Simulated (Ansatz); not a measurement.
MoS2, a slab with vacuum:

```
CELL_PARAMETERS angstrom
3.18413 0.00000 0.00000
-1.59206 2.75753 0.00000
0.00000 0.00000 17.33460
ATOMIC_POSITIONS crystal
Mo 0.00000 0.00000 0.00000
S 0.33333 0.66667 0.91051
S 0.33333 0.66667 0.08949
```

Base run:

* Program: Ansatz 0.2.0
* Functional: PBEsol
* Potentials or basis: all-electron LAPW, scalar-relativistic
* Cutoff: 241 eV
* Density cutoff: 965 eV
* Basis error allowed: 0.002 eV/atom
* k mesh: 10 × 10 × 2
* Occupations: fermi-dirac, width 0.05 eV
* Spin: no spin polarisation
* Hubbard terms: Mo d U = 8 eV

Its results: band gap on the k mesh 1.04 eV, direct; largest force 0.229 eV/Å.

Task: The run is repeated on the same cell with these changes: hubbard terms from Mo d U = 8 eV to Mo d U = 4 eV. What comes out?

Result: Band gap on the k mesh 1.67 eV, indirect (least direct gap 1.75 eV); largest force 0.162 eV/Å.

Caveats: U is the effective U less J, on atomic orbitals that reach past the spheres.

A k mesh can miss the band edges.

Not every run made on this cell is shown here.
